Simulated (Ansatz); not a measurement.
**Pb in Ansatz: the effect of functional**

Pb:

```xyz
2
Lattice="3.5483 0.0000 0.0000 -1.7741 3.0729 0.0000 0.0000 0.0000 5.6996" Properties=species:S:1:pos:R:3 pbc="T T T"
Pb    1.7741    1.0243    4.2747
Pb    0.0000    2.0486    1.4249
```

This isn't the form of Pb at room conditions, which is fcc.

The cell isn't the ideal one: volume scaled by 1.06.

Alike in all runs:

| Item | Value |
| --- | --- |
| Program | Ansatz 0.2.0 |
| Task | single point |
| Potentials or basis | Ansatz PAW |
| k mesh | 9 × 9 × 5 |
| Occupations | fermi-dirac, width 0.05 eV |
| Spin | no spin polarisation |

One run gave: pressure 0.1 GPa. Which functional did it use?
A. r2SCAN
B. LDA
C. PBEsol

A.

| functional | cutoff | pressure (GPa) |
| --- | --- | --- |
| LDA | 420 eV (not typed: the program's choice for these potentials) | -2.9 |
| PBEsol | 420 eV (not typed: the program's choice for these potentials) | -1.5 |
| r2SCAN | 500 eV (not typed: the program's choice for these potentials) | 0.1 |

Caveats: the PAW data sets come from PBE, with cores solved anew for the run's functional, which leaves a small shift of forces and pressure.

Runs at the PBE level aren't shown here.
